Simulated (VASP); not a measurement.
## PbO2: single point with PBE+D3(BJ)

PbO2:

```
Pb O
1.0
     0.00000    2.68484    2.68484
     2.68484    0.00000    2.68484
     2.68484    2.68484    0.00000
Pb O
1 2
Direct
  0.00000 0.00000 0.00000
  0.25000 0.25000 0.25000
  0.75000 0.75000 0.75000
```

* Program: VASP 6.6.1
* Task: single point
* Functional: PBE
* Dispersion: D3(BJ)
* Potentials or basis: VASP PAW PBE potentials, release 64 (Pb_d, O)
* Cutoff: 520 eV
* k mesh: 14 × 14 × 14
* Occupations: gaussian, width 0.1 eV
* Spin: no spin polarisation

```
Pressure                   : 0.3 GPa
Band gap on the k mesh     : none (metal or under the smearing width)
Dispersion energy per atom : -0.232 eV
```

Levels at points of the mesh, in eV from the Fermi level:
| k point | band 10 | band 11 | band 12 | band 13 | band 14 | band 15 | band 16 | band 17 |
| --- | --- | --- | --- | --- | --- | --- | --- | --- |
| (0.00, 0.00, 0.00) | -2.00 | -2.00 | -1.24 | -1.24 | -1.24 | 7.05 | 7.05 | 7.05 |
| (0.50, 0.00, 0.00) | -2.83 | -2.83 | -1.43 | -1.43 | 2.69 | 7.22 | 9.65 | 9.65 |
| (0.50, 0.50, 0.00) | -4.57 | -0.26 | -0.14 | -0.14 | 1.76 | 6.32 | 9.49 | 11.00 |

It took 58 s on 1 thread of AMD EPYC 9R45 (Zen 5), with other jobs on the host, peak memory 0.18 GiB.

Caveat: pairwise dispersion overbinds metals, which lowers pressure and volume. The run has no spin-orbit coupling, so splittings on Pb are missing.
